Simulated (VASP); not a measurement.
A run of VASP 6.6.1 is set up as follows.

POSCAR

```
BN
1.0
    2.4982400000      0.0000000000      0.0000000000
   -1.2491200000      2.1635393000      0.0000000000
    0.0000000000      0.0000000000      6.6357000000
B N
2 2
Direct
    0.3333333300      0.6666666700      0.2500000000
    0.6666666700      0.3333333300      0.7500000000
    0.3333333300      0.6666666700      0.7500000000
    0.6666666700      0.3333333300      0.2500000000
```

Contents of INCAR.step1:

```
SYSTEM = BN
PREC = Accurate
ENCUT = 520
EDIFF = 1E-5
ISMEAR = 0
SIGMA = 0.02
LREAL = .FALSE.
LASPH = .TRUE.
NELM = 80
ALGO = Normal
ISIF = 2
LWAVE = .TRUE.
LCHARG = .FALSE.
KPAR = 4
GGA = PE
```

Contents of INCAR.step2:

```
SYSTEM = BN
PREC = Accurate
ENCUT = 520
EDIFF = 1E-7
ISMEAR = 0
SIGMA = 0.02
LREAL = .FALSE.
LASPH = .TRUE.
NELM = 80
ALGO = Normal
ISIF = 2
LWAVE = .FALSE.
LCHARG = .FALSE.
GGA = PE
LHFCALC = .TRUE.
HFSCREEN = 0.2
PRECFOCK = Fast
KPAR = 4
ISTART = 1
```

The input KPOINTS:

```
Automatic mesh
0
G
  9 9 4
  0 0 0
```

Contents of KPOINTS_OPT:

```
path GMKGALHA,LM,KH
10
line-mode
reciprocal
 0.0000000000  0.0000000000  0.0000000000  G
 0.5000000000  0.0000000000  0.0000000000  M

 0.5000000000  0.0000000000  0.0000000000  M
 0.3333333333  0.3333333333  0.0000000000  K

 0.3333333333  0.3333333333  0.0000000000  K
 0.0000000000  0.0000000000  0.0000000000  G

 0.0000000000  0.0000000000  0.0000000000  G
 0.0000000000  0.0000000000  0.5000000000  A

 0.0000000000  0.0000000000  0.5000000000  A
 0.5000000000  0.0000000000  0.5000000000  L

 0.5000000000  0.0000000000  0.5000000000  L
 0.3333333333  0.3333333333  0.5000000000  H

 0.3333333333  0.3333333333  0.5000000000  H
 0.0000000000  0.0000000000  0.5000000000  A

 0.5000000000  0.0000000000  0.5000000000  L
 0.5000000000  0.0000000000  0.0000000000  M

 0.3333333333  0.3333333333  0.0000000000  K
 0.3333333333  0.3333333333  0.5000000000  H
```

Potentials or basis: VASP PAW PBE potentials, release 64 (B, N).

Launch:

```console
$ cat potpaw_PBE.64/B/POTCAR potpaw_PBE.64/N/POTCAR > POTCAR
$ cp INCAR.step1 INCAR
$ mpirun -np 4 vasp_std > vasp.out
$ cp INCAR.step2 INCAR
$ mpirun -np 4 vasp_std > vasp.out
```

Task: What does it give for the pressure?

Result: 0.3 GPa.

Task: Estimate the band gap on the k mesh.

Result: 5.76 eV, indirect (least direct gap 6.09 eV).

Stress tensor (GPa, compression positive):
```
-0.75  0.00  0.00
 0.00 -0.75  0.00
 0.00  0.00  2.26
```

Caveat: the PAW data sets were made with another functional, which shifts forces and pressure a little; the mesh misses the band edges, which the band path finds closer together; this functional lacks dispersion, which binds the layers, so the pressure and a relaxed spacing across them are unreliable.
